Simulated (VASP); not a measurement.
# Ag2O (Pn-3m) in VASP: further runs

One crystal, Ag2O, is run at these levels: PBE; tasks: relaxation of cell and atoms.

Program: VASP 6.6.1. These are calculated values, not measurements. Logs are shortened: lines on timing, memory, paths and dates and some standing lists are left out, and cuts for length are marked.

### Step 1. The structure

The structure is cubic, space group Pn-3m (No. 224). Conventional cell: a = 4.718 Å, b = 4.718 Å, c = 4.718 Å, α = 90.00°, β = 90.00°, γ = 90.00°. Ag (site symmetry -3m) has 2 O at 2.04 Å as nearest neighbours. Around O (site symmetry -43m) lie 4 Ag at 2.04 Å.

### Step 2. Relaxation of cell and atoms, PBE

INCAR reads:

```
PREC = Accurate ; ENCUT = 300
EDIFF = 1E-6 ; ISMEAR = 1
SIGMA = 0.1 ; LREAL = False
LASPH = True ; NELM = 80
ALGO = Normal ; ISIF = 3
LWAVE = False ; LCHARG = False
GGA = PE ; IBRION = 2
NSW = 90 ; EDIFFG = -0.01
KPAR = 2
```

KPOINTS reads:

```
regular mesh
0
Gamma
  4 4 4
```

POSCAR reads:

```
Ag2O
1.0
    4.7180000000      0.0000000000      0.0000000000
    0.0000000000      4.7180000000      0.0000000000
    0.0000000000      0.0000000000      4.7180000000
Ag O
4 2
Direct
    0.2500000000      0.2500000000      0.2500000000
    0.2500000000      0.7500000000      0.7500000000
    0.7500000000      0.7500000000      0.2500000000
    0.7500000000      0.2500000000      0.7500000000
    0.0000000000      0.0000000000      0.0000000000
    0.5000000000      0.5000000000      0.5000000000
```

Potentials or basis: VASP PAW PBE potentials, release 64 (Ag, O_s).

Started as:

```bash
$ cat potpaw_PBE.64/Ag/POTCAR potpaw_PBE.64/O_s/POTCAR > POTCAR
$ mpirun -np 2 vasp_std > vasp.out
```

OUTCAR:

```text
PREC = Accurate
   ENCUT = 300
   EDIFF = 1E-6
   ISMEAR = 1
   LREAL = False
   LASPH = True
   NELM = 80
   ISIF = 3
   GGA = PE
   IBRION = 2
   NSW = 90
   EDIFFG = -0.01

 ion  position               nearest neighbor table
   1  0.250  0.250  0.250-   5 2.04   6 2.04   4 3.34   2 3.34   3 3.34   2 3.34   4 3.34   2 3.34
                             3 3.34   2 3.34   3 3.34   4 3.34   4 3.34   3 3.34
   2  0.250  0.750  0.750-   5 2.04   6 2.04   4 3.34   1 3.34   3 3.34   1 3.34   3 3.34   1 3.34
                             4 3.34   1 3.34   3 3.34   4 3.34   3 3.34   4 3.34
   3  0.750  0.750  0.250-   5 2.04   6 2.04   4 3.34   1 3.34   2 3.34   2 3.34   4 3.34   1 3.34
                             4 3.34   4 3.34   1 3.34   2 3.34   2 3.34   1 3.34
   4  0.750  0.250  0.750-   5 2.04   6 2.04   3 3.34   1 3.34   2 3.34   1 3.34   3 3.34   2 3.34
                             3 3.34   3 3.34   1 3.34   2 3.34   1 3.34   2 3.34
   5  0.000  0.000  0.000-   1 2.04   2 2.04   3 2.04   4 2.04
   6  0.500  0.500  0.500-   1 2.04   2 2.04   3 2.04   4 2.04

  LATTYP: Found a simple cubic cell.
 ALAT       =     4.7180000000

  Lattice vectors:

 A1 = (   4.7180000000,   0.0000000000,   0.0000000000)
 A2 = (   0.0000000000,   4.7180000000,   0.0000000000)
 A3 = (   0.0000000000,   0.0000000000,   4.7180000000)

Analysis of symmetry for initial positions (statically):
=====================================================================
 Subroutine PRICEL returns:
 Original cell was already a primitive cell.

 Routine SETGRP: Setting up the symmetry group for a
 simple cubic supercell.

 Subroutine GETGRP returns: Found 48 space group operations
 (whereof 24 operations were pure point group operations)
 out of a pool of 48 trial point group operations.

The static configuration has the point symmetry T_d .
 The point group associated with its full space group is O_h .

Analysis of symmetry for dynamics (positions and initial velocities):
=====================================================================
 Subroutine PRICEL returns:
 Original cell was already a primitive cell.

 Routine SETGRP: Setting up the symmetry group for a
 simple cubic supercell.

 Subroutine GETGRP returns: Found 48 space group operations
 (whereof 24 operations were pure point group operations)
 out of a pool of 48 trial point group operations.

The dynamic configuration has the point symmetry T_d .
 The point group associated with its full space group is O_h .

 Subroutine INISYM returns: Found 48 space group operations
 (whereof 24 operations are pure point group operations),
 and found     1 'primitive' translations

----------------------------------------------------------------------------------------

[... 75 lines left out ...]
 SYSTEM =  unknown system
   PREC   = accura    normal or accurate (medium, high low for compatibility)
   ISTART =      0    job   : 0-new  1-cont  2-samecut
   ICHARG =      2    charge: 1-file 2-atom 10-const
   ISPIN  =      1    spin polarized calculation?
   LNONCOLLINEAR =      F non collinear calculations
   LSORBIT =      F    spin-orbit coupling
   LASPH  =      T    aspherical Exc in radial PAW
   ENCUT  =  300.0 eV  22.05 Ry    4.70 a.u.   6.66  6.66  6.66*2*pi/ulx,y,z
   NELM   =     80;   NELMIN=  2; NELMDL= -5     # of ELM steps
   EDIFF  = 0.1E-05   stopping-criterion for ELM
   LREAL  =      F    real-space projection
   EDIFFG = -.1E-01   stopping-criterion for IOM
   NSW    =     90    number of steps for IOM
   IBRION =      2    ionic relax: 0-MD 1-quasi-New 2-CG
   NFREE  =      1    steps in history (QN), initial steepest desc. (CG)
   ISIF   =      3    stress and relaxation
   ISYM   =      2    0-nonsym 1-usesym 2-fastsym
   POTIM  = 0.5000    time-step for ionic-motion
   TEBEG  =    0.0;   TEEND  =   0.0 temperature during run
   PSTRESS=    0.0 pullay stress
   NELECT =      56.0000    total number of electrons
   NUPDOWN=      -1.0000    fix difference up-down
   EMIN   =  10.00;   EMAX   =-10.00  energy-range for DOS
   EFERMI =   0.00;   METHOD = LEGACY
   ISMEAR =     1;   SIGMA  =   0.10  broadening in eV -4-tet -1-fermi 0-gaus
   EFERMI_NEDOS =   21; number of points for ismear=-14 and -15
   IALGO  =     38    algorithm
   IMIX   =      4    mixing-type and parameters
     AMIX     =   0.40;   BMIX     =  1.00
     AMIX_MAG =   1.60;   BMIX_MAG =  1.00
  volume/ion in A,a.u.               =      17.50       118.12
  Fermi-wavevector in a.u.,A,eV,Ry     =   1.327536  2.508679 23.978245  1.762351
  Thomas-Fermi vector in A             =   2.456841
   LORBIT       =      0    0 simple, 1 ext, 2 COOP (PROOUT), +10 PAW based schemes
   GGA     = PE    functional components
   LHFCALC =     F    Hartree Fock is set to
   AEXX    =    0.0000 exact exchange contribution
   IVDW    =     0    specifies the selected vdW correction
   LEPSILON=     F    determine dielectric tensor
   LRPA    =     F    only Hartree local field effects (RPA)
 conjugate gradient relaxation of ions
 non-spin polarized calculation
 Methfessel and Paxton  Order N= 1 SIGMA  =   0.10
  energy-cutoff  :      300.00
  volume of cell :      105.02
 maximum number of plane-waves:      1250
 NGX is ok and might be reduce to    28
   NGX = 13   NGY = 13   NGZ = 13

--------------------------------------- Ionic step        1  -------------------------------------------

 number of electron      56.0000091 magnetization

 Free energy of the ion-electron system (eV)
  ---------------------------------------------------
  ext. energy  EPLUGINS =         0.00000000
  ---------------------------------------------------
  free energy    TOTEN  =       -21.39395698 eV

  energy without entropy =      -21.39303402  energy(sigma->0) =      -21.39364933

 E-fermi :   4.8647     XC(G=0): -10.5446

 val. band max:        4.8614878593   @ k =   0.0000   0.0000   0.0000
 cond. band min:       5.5450814200   @ k =   0.2500   0.0000   0.0000
 fundamental gap:      0.6835935607
 Fermi energy:         4.8647062218

 k-point     1 :       0.0000    0.0000    0.0000
  band No.  band energies     occupation
      1     -14.0987      2.00000
      2     -13.4027      2.00000
      3      -2.0826      2.00000
      4      -2.0826      2.00000
      5      -2.0826      2.00000
      6       0.1573      2.00000
[... 428 lines left out ...]
--------------------------------------- Ionic step        3  -------------------------------------------

 number of electron      56.0000146 magnetization

 Free energy of the ion-electron system (eV)
  ---------------------------------------------------
  ext. energy  EPLUGINS =         0.00000000
  ---------------------------------------------------
  free energy    TOTEN  =       -21.45965751 eV

  energy without entropy =      -21.45918134  energy(sigma->0) =      -21.45949879

 E-fermi :   4.2471     XC(G=0): -10.2802

 val. band max:        4.2271194584   @ k =   0.0000   0.0000   0.0000
 cond. band min:       4.8887889943   @ k =   0.2500   0.0000   0.0000
 fundamental gap:      0.6616695359
 Fermi energy:         4.2470611756

 k-point     1 :       0.0000    0.0000    0.0000
  band No.  band energies     occupation
      1     -14.2676      2.00000
      2     -13.6631      2.00000
      3      -2.2226      2.00000
      4      -2.2226      2.00000
      5      -2.2226      2.00000
      6      -0.1067      2.00000
[... 382 lines left out ...]
  FREE ENERGIE OF THE ION-ELECTRON SYSTEM (eV)
  ---------------------------------------------------
  free  energy   TOTEN  =       -21.4596575141 eV

  energy  without entropy=      -21.4591813448  energy(sigma->0) =      -21.45949879

 reached required accuracy - stopping structural energy minimisation
```

It took 17 s on 2 MPI ranks of Intel Xeon Platinum 8559C (Emerald Rapids), shared host; peak memory 0.15 GiB.

The run converged, but some of its settings lie outside the range that counts as converged, so its numbers aren't taken as properties of the crystal.

Results:

| Quantity | Value |
| --- | --- |
| Free energy | -21.4597 eV |
| Relaxed volume | 18.36 Å³/atom |
| Relaxed cell | a = 4.794 Å, b = 4.794 Å, c = 4.794 Å, α = 90.00°, β = 90.00°, γ = 90.00° |
| Space group after relaxing (to 0.05 Å) | Pn-3m (No. 224) |
| Energy gained by relaxing | 11.0 meV/atom |
| Ionic steps | 3 |
| Band gap on the k mesh | none (metal or under the smearing width) |

Caveat: the cutoff is under 1.25 times the usual one of these potentials, so pressure, stress and relaxed cells hold a basis-set (Pulay) error.

### Step 3. Relaxation of cell and atoms, PBE

This run uses another cell than the first one, of 18.36 Å³/atom, 1.049 times its volume.

INCAR reads:

```
PREC = Accurate ; ENCUT = 300
EDIFF = 1E-7 ; ISMEAR = 1
SIGMA = 0.1 ; LREAL = False
LASPH = True ; NELM = 80
ALGO = Normal ; ISIF = 3
LWAVE = False ; LCHARG = False
GGA = PE ; IBRION = 2
NSW = 90 ; EDIFFG = -0.005
KPAR = 2
```

KPOINTS is that of step 2.

POSCAR reads:

```
Ag2O                                    
1.0
    4.7940520074     -0.0000000000     -0.0000000000
    0.0000000000      4.7940520074      0.0000000000
   -0.0000000000      0.0000000000      4.7940520074
  Ag              O             
     4     2
Direct
     0.2500000000000000    0.2500000000000000    0.2500000000000000
     0.2500000000000000    0.7500000000000000    0.7500000000000000
     0.7500000000000000    0.7500000000000000    0.2500000000000000
     0.7500000000000000    0.2500000000000000    0.7500000000000000
     0.0000000000000000    0.0000000000000000    0.0000000000000000
     0.5000000000000000    0.5000000000000000    0.5000000000000000
```

Potentials or basis: VASP PAW PBE potentials, release 64 (Ag, O_s).

Started as:

```bash
$ cat potpaw_PBE.64/Ag/POTCAR potpaw_PBE.64/O_s/POTCAR > POTCAR
$ mpirun -np 2 vasp_std > vasp.out
```

Wall time 14 s (2 MPI ranks of Intel Xeon Platinum 8559C (Emerald Rapids), shared host); peak memory 0.14 GiB.

These settings aren't checked as converged: the numbers below hold their error.

Results:

* Free energy: -21.4838 eV
* Relaxed volume: 18.41 Å³/atom
* Relaxed cell: a = 4.798 Å, b = 4.798 Å, c = 4.798 Å, α = 90.00°, β = 90.00°, γ = 90.00°
* Space group after relaxing (to 0.05 Å): Pn-3m (No. 224)
* Energy gained by relaxing: 0.0 meV/atom
* Ionic steps: 3
* Band gap on the k mesh: none (metal or under the smearing width)

Caveat: the cutoff is under 1.25 times the usual one of these potentials, so pressure, stress and relaxed cells hold a basis-set (Pulay) error.

(Continued in part 2 of 2.)
